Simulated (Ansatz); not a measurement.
System: zinc-blende ZnTe. Method: HSE06 in Ansatz (plane waves, PAW).

Total energies, extrapolated to zero smearing (they compare only within this program, potentials and cutoff):

```json
[
 {"system": "zinc-blende ZnTe, relaxed", "energy (eV/atom)": "-5152.2555"},
 {"system": "hcp Zn", "energy (eV/atom)": "-3318.9537"},
 {"system": "trigonal Te", "energy (eV/atom)": "-6984.3264"}
]
```

### Question
Work out the formation enthalpy per atom.

### Answer
ΔH_f ≈ ΔE = -5152.2555 − [1 × (-3318.9537) + 1 × (-6984.3264)]/2 = -0.615 eV/atom (0 K, no vibrations). The reference value is -0.61 eV/atom (measured, 298 K, not corrected to a static lattice; as tabulated in Zhang et al. (2018), doi:10.1038/s41524-018-0065-z), a difference of -0.005 eV/atom.

Spin–orbit coupling is left out; its size isn't shown.

The PAW data were made under PBE.

Ansatz is a program for electronic structure.
